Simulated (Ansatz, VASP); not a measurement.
## Ti: VASP beside Ansatz

File INCAR:

```
SYSTEM = Ti
PREC = Accurate
ENCUT = 520
EDIFF = 1E-7
ISMEAR = 0
SIGMA = 0.1
LREAL = .FALSE.
LASPH = .TRUE.
NELM = 80
ALGO = Fast
ISIF = 2
LWAVE = .FALSE.
LCHARG = .FALSE.
GGA = PS
NBANDS = 12
```

Contents of KPOINTS:

```
Automatic mesh
0
G
  18 18 18
  0 0 0
```

The input POSCAR:

```
Ti
1.0
   -1.6410000000      1.6410000000      1.6410000000
    1.6410000000     -1.6410000000      1.6410000000
    1.6410000000      1.6410000000     -1.6410000000
Ti
1
Direct
    0.0000000000      0.0000000000      0.0000000000
```

Input for Ansatz:

```yaml
crystal:
  lattice:
    - [-1.641, 1.641, 1.641]
    - [1.641, -1.641, 1.641]
    - [1.641, 1.641, -1.641]
  atoms:
    - { symbol: Ti, position: [0.0, 0.0, 0.0] }
basis:
  ecutwfc: 420
kpoints:
  mp_grid: { grid: [18, 18, 18] }
hamiltonian:
  xc: pbesol
scf:
  occupations: { method: gaussian, width: 0.1 }
output:
  forces: true
  stress: true
  eigenvalues: true
  populations: true
```

Alike in both runs: task single point; functional PBEsol; k mesh 18 × 18 × 18; occupations gaussian, width 0.1 eV; no spin polarisation.

|  | VASP | Ansatz |
| --- | --- | --- |
| version | VASP 6.6.1 | Ansatz 0.2.0 |
| potentials or method | VASP PAW PBE potentials, release 64 (Ti_sv) | scalar-relativistic, plane waves, PAW |
| plane-wave cutoff (eV) | 520 | 420 |
| valence electrons in the cell | 12 | 12 |

```tsv
	VASP	Ansatz	Ansatz less VASP
gap on the k mesh at the Fermi level (eV)	none	none	-
pressure (GPa)	-6.9	-6.7	+0.15
```

A gap of «none» marks a metal or a gap that the smearing closes.

Caveats: the PAW data sets were made with another functional, which shifts forces and pressure a little (VASP).
